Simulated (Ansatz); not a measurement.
# Where the states of RbCl lie

```cif
data_structure
_symmetry_space_group_name_H-M 'Fm-3m'
_symmetry_Int_Tables_number 225
_cell_length_a 6.6979
_cell_length_b 6.6979
_cell_length_c 6.6979
_cell_angle_alpha 90.000
_cell_angle_beta 90.000
_cell_angle_gamma 90.000
_cell_volume 300.48
loop_
_atom_site_label
_atom_site_type_symbol
_atom_site_symmetry_multiplicity
_atom_site_Wyckoff_symbol
_atom_site_fract_x
_atom_site_fract_y
_atom_site_fract_z
_atom_site_occupancy
Rb1 Rb 4 a 0.00000 0.00000 0.00000 1
Cl1 Cl 4 b 0.50000 0.00000 0.00000 1
```

The runs use the primitive cell with vectors (0.000, 3.349, 3.349), (3.349, 0.000, 3.349), (3.349, 3.349, 0.000) Å, to which the k mesh refers.

The cell was built from the rocksalt type and relaxed in the same program, and has space group Fm-3m; it needn't be a known or the stable phase.

Level of theory: Ansatz 0.2.0, DFT, PBE, all-electron LAPW, scalar-relativistic.

The runs use a Γ-centred 10×10×10 k mesh, Fermi–Dirac smearing of 0.05 eV, basis error target 1 meV/atom, no spin polarisation.

Problem. Which of the resolved shells contributes most in the top eV of the valence band?

Solution. Cl 3p, with 96 % of all states there; Rb 5s follows with 2 %.

Problem. Tabulate the density of states.

Solution. States per eV and cell, averaged over 0.4 eV, from -8.3 to 6.7 eV, with energies (bin centres) from the valence-band top; empty bins are left out. The partial columns, the largest 4 alone, are projections on Löwdin-orthogonalised atomic shells (those that the program's projection atoms carry: the occupied ones and, for some elements, an empty d or f shell; other empty shells have no column), summed over atoms of an element. Weights on diffuse s and p shells depend on that basis and aren't pure angular character.
```csv
E (eV),total,Rb 4p,Cl 3p,Rb 5s,Cl 3s
-8.2,15.00,14.77,0.12,0.02,0.09
-0.6,4.39,0.03,4.00,0.32,0.01
-0.2,10.61,0.10,10.38,0.02,0.00
5.0,0.05,0.00,0.00,0.04,0.01
5.4,0.15,0.00,0.01,0.11,0.02
5.8,0.24,0.00,0.01,0.18,0.03
6.2,0.44,0.00,0.03,0.27,0.03
6.6,1.11,0.01,0.04,0.41,0.03
```
